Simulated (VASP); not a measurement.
# HfN (Pm-3m) in VASP: notebook

Runs on HfN. Level: PBEsol. Tasks: single point.

Program: VASP 6.6.1. These are calculated values, not measurements. Logs are shortened: lines on timing, memory, paths and dates and some standing lists are left out, and cuts for length are marked.

## Step 1: The crystal as given

Symmetry: Pm-3m, No. 221, cubic system. The conventional cell has a = 2.702 Å, b = 2.702 Å, c = 2.702 Å, α = 90.00°, β = 90.00°, γ = 90.00°. Around Hf (site symmetry m-3m) lie 8 N at 2.34 Å. N (site symmetry m-3m) has 8 Hf at 2.34 Å as nearest neighbours.

The cell comes from a database or a generator and needn't be the stable form of this composition.

## Step 2: Single point, PBEsol

File INCAR:

```
SYSTEM = HfN
  ALGO = Normal
  EDIFF = 1E-6
  ENCUT = 520
  GGA = PS
  ISIF = 2
  ISMEAR = 0
  LASPH = .TRUE.
  LCHARG = .FALSE.
  LREAL = .FALSE.
  LWAVE = .FALSE.
  NBANDS = 14
  NELM = 100
  PREC = Accurate
  SIGMA = 0.05
```

File KPOINTS:

```
k-points
0
G
  12 12 12
  0 0 0
```

File POSCAR:

```
HfN
1.0
    2.7024264990      0.0000000000      0.0000000000
    0.0000000000      2.7024264990      0.0000000000
    0.0000000000      0.0000000000      2.7024264990
Hf N
1 1
Direct
    0.0000000000      0.0000000000      0.0000000000
    0.5000000000      0.5000000000      0.5000000000
```

Potentials or basis: VASP PAW PBE potentials, release 64 (Hf_pv, N).

Run with:

```bash
$ cat potpaw_PBE.64/Hf_pv/POTCAR potpaw_PBE.64/N/POTCAR > POTCAR
$ mpirun -np 1 vasp_std > vasp.out
```

OUTCAR:

```text
SYSTEM = HfN
   EDIFF = 1E-6
   ENCUT = 520
   GGA = PS
   ISIF = 2
   ISMEAR = 0
   LASPH = .TRUE.
   LREAL = .FALSE.
   NELM = 100
   PREC = Accurate

 ion  position               nearest neighbor table
   1  0.000  0.000  0.000-   2 2.34   2 2.34   2 2.34   2 2.34   2 2.34   2 2.34   2 2.34   2 2.34

   2  0.500  0.500  0.500-   1 2.34   1 2.34   1 2.34   1 2.34   1 2.34   1 2.34   1 2.34   1 2.34

  LATTYP: Found a simple cubic cell.
 ALAT       =     2.7024264990

  Lattice vectors:

 A1 = (   2.7024264990,   0.0000000000,   0.0000000000)
 A2 = (   0.0000000000,   2.7024264990,   0.0000000000)
 A3 = (   0.0000000000,   0.0000000000,   2.7024264990)

Analysis of symmetry for initial positions (statically):
=====================================================================
 Subroutine PRICEL returns:
 Original cell was already a primitive cell.

 Routine SETGRP: Setting up the symmetry group for a
 simple cubic supercell.

 Subroutine GETGRP returns: Found 48 space group operations
 (whereof 48 operations were pure point group operations)
 out of a pool of 48 trial point group operations.

The static configuration has the point symmetry O_h .

Analysis of symmetry for dynamics (positions and initial velocities):
=====================================================================
 Subroutine PRICEL returns:
 Original cell was already a primitive cell.

 Routine SETGRP: Setting up the symmetry group for a
 simple cubic supercell.

 Subroutine GETGRP returns: Found 48 space group operations
 (whereof 48 operations were pure point group operations)
 out of a pool of 48 trial point group operations.

The dynamic configuration has the point symmetry O_h .

 Subroutine INISYM returns: Found 48 space group operations
 (whereof 48 operations are pure point group operations),
 and found     1 'primitive' translations

----------------------------------------------------------------------------------------

                                     Primitive cell

  volume of cell :      19.7361

  direct lattice vectors                    reciprocal lattice vectors
     2.702426499  0.000000000  0.000000000     0.370037816  0.000000000  0.000000000
     0.000000000  2.702426499  0.000000000     0.000000000  0.370037816  0.000000000
     0.000000000  0.000000000  2.702426499     0.000000000  0.000000000  0.370037816

  length of vectors
[... 92 lines left out ...]
   PSTRESS=    0.0 pullay stress
   NELECT =      15.0000    total number of electrons
   NUPDOWN=      -1.0000    fix difference up-down
   EMIN   =  10.00;   EMAX   =-10.00  energy-range for DOS
   EFERMI =   0.00;   METHOD = LEGACY
   ISMEAR =     0;   SIGMA  =   0.05  broadening in eV -4-tet -1-fermi 0-gaus
   EFERMI_NEDOS =   21; number of points for ismear=-14 and -15
   IALGO  =     38    algorithm
   IMIX   =      4    mixing-type and parameters
     AMIX     =   0.40;   BMIX     =  1.00
     AMIX_MAG =   1.60;   BMIX_MAG =  1.00
  volume/ion in A,a.u.               =       9.87        66.59
  Fermi-wavevector in a.u.,A,eV,Ry     =   1.494003  2.823256 30.368800  2.232044
  Thomas-Fermi vector in A             =   2.606331
   LORBIT       =      0    0 simple, 1 ext, 2 COOP (PROOUT), +10 PAW based schemes
   GGA     = PS    functional components
   LHFCALC =     F    Hartree Fock is set to
   AEXX    =    0.0000 exact exchange contribution
   IVDW    =     0    specifies the selected vdW correction
   LEPSILON=     F    determine dielectric tensor
   LRPA    =     F    only Hartree local field effects (RPA)
 non-spin polarized calculation
 Gauss-broadening in eV      SIGMA  =   0.05
  energy-cutoff  :      520.00
  volume of cell :       19.74
 maximum number of plane-waves:       552
   NGX = 11   NGY = 11   NGZ = 11

 number of electron      15.0000003 magnetization

 Free energy of the ion-electron system (eV)
  ---------------------------------------------------
  ext. energy  EPLUGINS =         0.00000000
  ---------------------------------------------------
  free energy    TOTEN  =       -20.89228375 eV

  energy without entropy =      -20.89022199  energy(sigma->0) =      -20.89125287

 E-fermi :   8.5535     XC(G=0): -13.8154

 val. band max:        8.5446097343   @ k =   0.5000   0.2500   0.0833
 cond. band min:       8.5573109445   @ k =   0.2500   0.2500   0.0833
 fundamental gap:      0.0127012102
 Fermi energy:         8.5535042664

 k-point     1 :       0.0000    0.0000    0.0000
  band No.  band energies     occupation
      1     -21.1138      2.00000
      2     -21.1138      2.00000
      3     -21.1138      2.00000
      4      -8.4398      2.00000
      5       5.5646      2.00000
      6       5.5646      2.00000
      7       7.4563      2.00000
      8       7.4563      2.00000
      9       7.4563      2.00000
     10      13.7718      0.00000
     11      15.8292      0.00000
     12      15.8292      0.00000
     13      15.8292      0.00000
     14      22.0732      0.00000
[... 377 lines left out ...]
      1     -22.7136      2.00000
      2     -22.3240      2.00000
      3     -20.7877      2.00000
      4      -6.0989      2.00000
      5       2.7645      2.00000
      6       4.4914      2.00000
      7       6.9589      2.00000
      8       8.2263      2.00000
      9      12.5330      0.00000
     10      12.8651      0.00000
     11      13.9021      0.00000
     12      15.9511      0.00000
     13      20.4119      0.00000
     14      22.0994      0.00000

 [... further k-points ...]

------------------------ aborting loop because EDIFF is reached ----------------------------------------

  FORCE on cell =-STRESS in cart. coord.  units (eV):
  Direction    XX          YY          ZZ          XY          YZ          ZX
  --------------------------------------------------------------------------------------
  -------------------------------------------------------------------------------------
  Total        3.3445754      3.3445754      3.3445754     -0.0000000     -0.0000000      0.0000000
  in kB      271.5125492    271.5125492    271.5125492     -0.0000000     -0.0000000      0.0000000
  external PRESSURE =     271.5125492 kB  Pullay stress =       0.0000000 kB

 VOLUME and BASIS-vectors are now :
 -----------------------------------------------------------------------------
  energy-cutoff  :      520.00
  volume of cell :       19.74
      direct lattice vectors                 reciprocal lattice vectors
     2.702426499  0.000000000  0.000000000     0.370037816  0.000000000  0.000000000
     0.000000000  2.702426499  0.000000000     0.000000000  0.370037816  0.000000000
     0.000000000  0.000000000  2.702426499     0.000000000  0.000000000  0.370037816

 POSITION                                       TOTAL-FORCE (eV/Angst)
 -----------------------------------------------------------------------------------
      0.00000      0.00000      0.00000         0.000000      0.000000      0.000000
      1.35121      1.35121      1.35121         0.000000      0.000000      0.000000
 -----------------------------------------------------------------------------------
    total drift:                                0.000000      0.000000      0.000000

  FREE ENERGIE OF THE ION-ELECTRON SYSTEM (eV)
  ---------------------------------------------------
  free  energy   TOTEN  =       -20.8922837450 eV

  energy  without entropy=      -20.8902219870  energy(sigma->0) =      -20.89125287
```

OSZICAR:

```text
N       E                     dE             d eps       ncg     rms          rms(c)
DAV:   1     0.400721973553E+02    0.40072E+02   -0.78633E+03  2352   0.103E+03
DAV:   2    -0.215239502638E+02   -0.61596E+02   -0.57172E+02  3000   0.244E+02
DAV:   3    -0.233155057572E+02   -0.17916E+01   -0.17814E+01  2742   0.342E+01
DAV:   4    -0.233201162295E+02   -0.46105E-02   -0.46095E-02  2912   0.202E+00
DAV:   5    -0.233201349082E+02   -0.18679E-04   -0.18677E-04  2744   0.108E-01    0.510E+01
DAV:   6    -0.209622682490E+02    0.23579E+01   -0.43648E+00  2700   0.190E+01    0.416E+01
DAV:   7    -0.209156044748E+02    0.46664E-01   -0.46992E-01  2730   0.530E+00    0.246E+01
DAV:   8    -0.208977080839E+02    0.17896E-01   -0.91322E-02  2644   0.229E+00    0.518E+00
DAV:   9    -0.208927264673E+02    0.49816E-02   -0.18814E-02  2606   0.995E-01    0.221E+00
DAV:  10    -0.208923913007E+02    0.33517E-03   -0.20091E-03  2760   0.415E-01    0.631E-01
DAV:  11    -0.208922827774E+02    0.10852E-03   -0.20528E-04  2730   0.144E-01    0.177E-02
DAV:  12    -0.208922840584E+02   -0.12811E-05   -0.10811E-05  2716   0.288E-02    0.133E-02
DAV:  13    -0.208922837450E+02    0.31341E-06   -0.10276E-07  1422   0.306E-03
   1 F= -.20892284E+02 E0= -.20891253E+02  d E =-.206176E-02
```

stdout:

```text
POSCAR found type information on POSCAR HfN
 POSCAR found :  2 types and       2 ions
 scaLAPACK will be used
 -----------------------------------------------------------------------------
|                                                                             |
|                                                                             |
|     You enforced a specific xc type in the INCAR file but a different       |
|     I HOPE YOU KNOW WHAT YOU ARE DOING!                                     |
|                                                                             |
 -----------------------------------------------------------------------------

 LDA part: xc-table for (Slater+PW92), standard interpolation
 POSCAR, INCAR and KPOINTS ok, starting setup
 FFT: planning ... GRIDC
 FFT: planning ... GRID_SOFT
 FFT: planning ... GRID
 WAVECAR not read
 entering main loop
```

Wall time 7.6 s (1 thread of Intel Xeon 6975P-C (Granite Rapids), shared host); peak memory 0.14 GiB.

Results:

```
Free energy            : -20.8923 eV
Pressure               : 27.2 GPa
Band gap on the k mesh : none (metal or under the smearing width)
```

Caveat: so large a pressure means that the cell lies far from this level's equilibrium, or that cutoff or potentials fall short; the potentials were made for another functional, which shifts forces and pressure. Spin-orbit coupling is left out, which matters for the levels of Hf.

## Step 3: Single point, PBEsol

This run uses another cell than the first one, of 10.86 Å³/atom, 1.101 times its volume.

File INCAR:

```
PREC = Accurate ; ENCUT = 520
EDIFF = 1E-6 ; ISMEAR = 0
SIGMA = 0.05 ; LREAL = False
LASPH = True ; NELM = 100
ALGO = Normal ; ISIF = 2
LWAVE = False ; LCHARG = True
GGA = PS ; LELF = True
LVHAR = True ; NBANDS = 14
```

File KPOINTS:

```
Automatic mesh
0
Gamma
  12 12 12
```

File POSCAR:

```
HfN
1.0
    2.7904350122      0.0000000000      0.0000000000
    0.0000000000      2.7904350122      0.0000000000
    0.0000000000      0.0000000000      2.7904350122
Hf N
1 1
Direct
    0.0000000000      0.0000000000      0.0000000000
    0.5000000000      0.5000000000      0.5000000000
```

Potentials or basis: VASP PAW PBE potentials, release 64 (Hf_pv, N).

Run with:

```bash
$ cat potpaw_PBE.64/Hf_pv/POTCAR potpaw_PBE.64/N/POTCAR > POTCAR
$ mpirun -np 1 vasp_std > vasp.out
```

OUTCAR:

```text
PREC = Accurate
   ENCUT = 520
   EDIFF = 1E-6
   ISMEAR = 0
   LREAL = False
   LASPH = True
   NELM = 100
   ISIF = 2
   GGA = PS

 ion  position               nearest neighbor table
   1  0.000  0.000  0.000-   2 2.42   2 2.42   2 2.42   2 2.42   2 2.42   2 2.42   2 2.42   2 2.42

   2  0.500  0.500  0.500-   1 2.42   1 2.42   1 2.42   1 2.42   1 2.42   1 2.42   1 2.42   1 2.42

  LATTYP: Found a simple cubic cell.
 ALAT       =     2.7904350122

  Lattice vectors:

 A1 = (   2.7904350122,   0.0000000000,   0.0000000000)
 A2 = (   0.0000000000,   2.7904350122,   0.0000000000)
 A3 = (   0.0000000000,   0.0000000000,   2.7904350122)

Analysis of symmetry for initial positions (statically):
=====================================================================
 Subroutine PRICEL returns:
 Original cell was already a primitive cell.

 Routine SETGRP: Setting up the symmetry group for a
 simple cubic supercell.

 Subroutine GETGRP returns: Found 48 space group operations
 (whereof 48 operations were pure point group operations)
 out of a pool of 48 trial point group operations.

The static configuration has the point symmetry O_h .

Analysis of symmetry for dynamics (positions and initial velocities):
=====================================================================
 Subroutine PRICEL returns:
 Original cell was already a primitive cell.

 Routine SETGRP: Setting up the symmetry group for a
 simple cubic supercell.

 Subroutine GETGRP returns: Found 48 space group operations
 (whereof 48 operations were pure point group operations)
 out of a pool of 48 trial point group operations.

The dynamic configuration has the point symmetry O_h .

 Subroutine INISYM returns: Found 48 space group operations
 (whereof 48 operations are pure point group operations),
 and found     1 'primitive' translations

----------------------------------------------------------------------------------------

                                     Primitive cell

  volume of cell :      21.7278

[... 120 lines left out ...]
 Gauss-broadening in eV      SIGMA  =   0.05
  energy-cutoff  :      520.00
  volume of cell :       21.73
 maximum number of plane-waves:       624
 NGX is ok and might be reduce to    24
   NGX = 11   NGY = 11   NGZ = 11

 number of electron      15.0000004 magnetization

 Free energy of the ion-electron system (eV)
  ---------------------------------------------------
  ext. energy  EPLUGINS =         0.00000000
  ---------------------------------------------------
  free energy    TOTEN  =       -21.03190848 eV

  energy without entropy =      -21.03047519  energy(sigma->0) =      -21.03119184

 E-fermi :   7.5782     XC(G=0): -13.2919

 val. band max:        7.5757181186   @ k =   0.5000   0.2500   0.0833
 cond. band min:       7.6258821862   @ k =   0.4167   0.2500   0.0833
 fundamental gap:      0.0501640676
 Fermi energy:         7.5781583428

 k-point     1 :       0.0000    0.0000    0.0000
  band No.  band energies     occupation
      1     -22.3812      2.00000
      2     -22.3812      2.00000
      3     -22.3812      2.00000
      4      -8.7280      2.00000
      5       5.0208      2.00000
      6       5.0208      2.00000
      7       6.5258      2.00000
      8       6.5258      2.00000
      9       6.5258      2.00000
     10      11.3983      0.00000
     11      14.1966      0.00000
     12      14.1966      0.00000
     13      14.1967      0.00000
     14      20.7817      0.00000
[... 377 lines left out ...]
      1     -23.5851      2.00000
      2     -23.2936      2.00000
      3     -22.1446      2.00000
      4      -6.6024      2.00000
      5       2.1289      2.00000
      6       3.7182      2.00000
      7       6.1879      2.00000
      8       7.2555      2.00000
      9      11.2897      0.00000
     10      11.3226      0.00000
     11      12.5187      0.00000
     12      14.2503      0.00000
     13      18.1653      0.00000
     14      20.7899      0.00000

 [... further k-points ...]

------------------------ aborting loop because EDIFF is reached ----------------------------------------

  FORCE on cell =-STRESS in cart. coord.  units (eV):
  Direction    XX          YY          ZZ          XY          YZ          ZX
  --------------------------------------------------------------------------------------
  -------------------------------------------------------------------------------------
  Total       -0.3463573     -0.3463573     -0.3463573      0.0000000     -0.0000000      0.0000000
  in kB      -25.5398973    -25.5398973    -25.5398973      0.0000000     -0.0000000      0.0000000
  external PRESSURE =     -25.5398973 kB  Pullay stress =       0.0000000 kB

 VOLUME and BASIS-vectors are now :
 -----------------------------------------------------------------------------
  energy-cutoff  :      520.00
  volume of cell :       21.73
      direct lattice vectors                 reciprocal lattice vectors
     2.790435012  0.000000000  0.000000000     0.358367063  0.000000000  0.000000000
     0.000000000  2.790435012  0.000000000     0.000000000  0.358367063  0.000000000
     0.000000000  0.000000000  2.790435012     0.000000000  0.000000000  0.358367063

 POSITION                                       TOTAL-FORCE (eV/Angst)
 -----------------------------------------------------------------------------------
      0.00000      0.00000      0.00000         0.000000      0.000000      0.000000
      1.39522      1.39522      1.39522         0.000000      0.000000      0.000000
 -----------------------------------------------------------------------------------
    total drift:                                0.000000      0.000000     -0.000000

  FREE ENERGIE OF THE ION-ELECTRON SYSTEM (eV)
  ---------------------------------------------------
  free  energy   TOTEN  =       -21.0319084812 eV

  energy  without entropy=      -21.0304751894  energy(sigma->0) =      -21.03119184
```

stdout:

```text
POSCAR found type information on POSCAR HfN
 POSCAR found :  2 types and       2 ions
 scaLAPACK will be used
 -----------------------------------------------------------------------------
|                                                                             |
|                                                                             |
|     You enforced a specific xc type in the INCAR file but a different       |
|     I HOPE YOU KNOW WHAT YOU ARE DOING!                                     |
|                                                                             |
 -----------------------------------------------------------------------------

 LDA part: xc-table for (Slater+PW92), standard interpolation
 POSCAR, INCAR and KPOINTS ok, starting setup
 FFT: planning ... GRIDC
 FFT: planning ... GRID_SOFT
 FFT: planning ... GRID
 WAVECAR not read
 entering main loop
```

Run time: 9 s. Hardware: 1 thread of Intel Xeon 6975P-C (Granite Rapids), shared host; peak memory 0.15 GiB.

What came out:

```yaml
Free_energy: -21.0319 eV
Pressure: -2.6 GPa
Band_gap_on_the_k_mesh: none (metal or under the smearing width)
```

Caveat: the PAW data sets were made with another functional, which shifts forces and pressure a little. The run has no spin-orbit coupling, so splittings on Hf are missing.
